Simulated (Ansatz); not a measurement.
Runs of Ansatz 0.2.0 on InSe. It takes space group R3m (No. 160, trigonal). Conventional cell: a = 4.000 Å, b = 4.000 Å, c = 25.320 Å, α = 90.00°, β = 90.00°, γ = 120.00°. Around In (site symmetry 3m) lie 3 Se at 2.63 Å and 1 In at 2.82 Å. Around In (site symmetry 3m) lie 3 Se at 2.64 Å and 1 In at 2.82 Å. Se (site symmetry 3m) has 3 In at 2.63 Å as nearest neighbours. Se (site symmetry 3m) has 3 In at 2.64 Å as nearest neighbours. 

```csv
level,cell,target pressure (GPa),gap on the mesh (eV),pressure (GPa),relaxed volume (Å³/atom),largest force (eV/Å)
PBEsol,relaxed to 5 GPa,5,(d),5.0,-,-
PBEsol,relaxed to 2 GPa,2,(a),2.0,-,0.01
PBEsol,relaxed to 30 GPa,30,0.02,30.0,-,-
PBEsol,relaxed,-,(b),0.0,29.33,-
PBEsol,relaxed to 20 GPa,20,0.36,20.0,-,-
PBE,relaxed,-,0.74,0.0,33.45,-
RPBE,relaxed,-,(c),0.0,39.10,0.01
PBEsol,relaxed to 10 GPa,10,0.69,10.0,-,-
```

Alike in all rows: task relaxation of cell and atoms; potentials or basis Ansatz PAW; no spin polarisation; k mesh 8 × 8 × 8; cutoff (eV) 420; smearing fermi-dirac 0.05 eV.

Q: Fill in the values left out.

A: (a) 0.35; (b) 0.37; (c) 1.06; (d) 0.58.

Caveats: the plane-wave basis is chosen anew once the cell has moved, so the energies of steps on either side of that aren't comparable; spin-orbit coupling is left out, which moves the levels of the heavy elements; the PAW data sets come from PBE, with cores solved anew for the run's functional, which leaves a small shift of forces and pressure (some runs); the volume moved by over 15 % at a fixed basis, so the end points are rough (some runs).

A k mesh can miss the band edges, and the runs leave out spin-orbit coupling on In, Se.
